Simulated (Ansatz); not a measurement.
Below is a relaxed structure of BaTe. The cell was relaxed from a distorted copy of a database structure.

Theory: Ansatz, DFT PBE, scalar-relativistic, plane waves, PAW. Cutoff 420 eV, Γ-centred mesh, Gaussian smearing, no spin polarisation.

```
CELL_PARAMETERS angstrom
0.00000 3.53256 3.53256
3.53256 0.00000 3.53256
3.53256 3.53256 0.00000
ATOMIC_POSITIONS crystal
Ba 0.00000 0.00000 0.00000
Te 0.50000 0.50000 0.50000
```

Energies over the elements count from the elements' standard structures at the same level, with no fitted energy shifts.

(1) Find its symmetry and describe it.

(2) What is its formation energy per atom?

(3) Is it a metal?

Answers

(1) Fm-3m (No. 225), the rock salt type. Conventional cell: a = 7.065 Å. Ba is surrounded by 6 Te at 3.53 Å; Te has 6 Ba at 3.53 Å.

(2) −1.820 eV/atom. It lies below the elements, which doesn't yet make it stable against other compounds or structures.

(3) No, the gap on the 8×8×8 mesh is 1.66 eV.

The last run used an 8×8×8 mesh for its 2-atom cell and Gaussian smearing of 0.02 eV. These runs have no spin–orbit coupling, which can matter for Te. Kohn–Sham gaps at this level usually fall short of measured ones. The missing spin–orbit coupling can work the other way here. The reference form of Te is held partly by dispersion forces, which this level lacks. A later test with randomly moved atoms came back to the same energy, though modes that don't fit the test's cell weren't probed.
